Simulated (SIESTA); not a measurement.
# WS2 under changes of volume

One of the cells (49.592 Å³/atom); the others are scaled copies at fixed shape and fractional positions:

```
CELL_PARAMETERS angstrom
3.18352 0.00000 0.00000
-1.59176 2.75701 0.00000
0.00000 0.00000 16.95058
ATOMIC_POSITIONS crystal
W 0.00000 0.00000 0.00000
S 0.33333 0.66667 0.09200
S 0.33333 0.66667 0.90800
```

| Property | Result |
| --- | --- |
| Program | SIESTA 5.4.2 |
| Functional | LDA |
| Potentials or basis | PseudoDojo 0.4 standard (LDA files) |
| Basis | DZP (energy shift 0.003 Ry; two zetas on semicore shells) |
| Grid cutoff | 800 Ry |
| Energy shift | 0.003 Ry |
| k mesh | 10 × 10 × 2 |
| Occupations | fermi-dirac, width 0.05 eV |
| Spin | no spin polarisation |

```csv
volume (Å³/atom),energy over the lowest point (meV/atom),gap on the mesh (eV),largest force (eV/Å)
46.616,?,?,?
47.608,5.66,2.12,0.783
48.600,0.00,2.05,0.366
49.592,2.42,1.98,0.019
50.583,12.12,1.92,0.377
51.575,28.32,1.86,0.706
52.567,50.33,1.80,1.010
```

What does the run at 46.616 Å³/atom give?

Energy over the lowest point 20.33 meV/atom; gap on the mesh 2.19 eV; largest force 1.236 eV/Å.

Worked out: A Birch-Murnaghan fit of order 3 (a polynomial in V^(-2/3)) to the other rows has its minimum at 48.78 Å³/atom with B0 = V·E''(V) = 63 GPa and B' = 4.5 at fixed shape and positions, which overstates the stiffness. It gives 20.40 meV/atom at 46.616 Å³/atom, against the run's 20.33. A straight line through the other rows of the gap, of slope -3.22 eV per unit of ln V, extrapolates to 2.18 eV, against the run's 2.19.

Energies are extrapolated to zero smearing.

Caveats: short orbitals over semicore shells can move pressures by several GPa; spin-orbit coupling is left out, which moves the levels of the heavy elements; the basis of atomic orbitals isn't converged, which shifts pressures, moduli and gaps.

A mesh can miss the band edges.
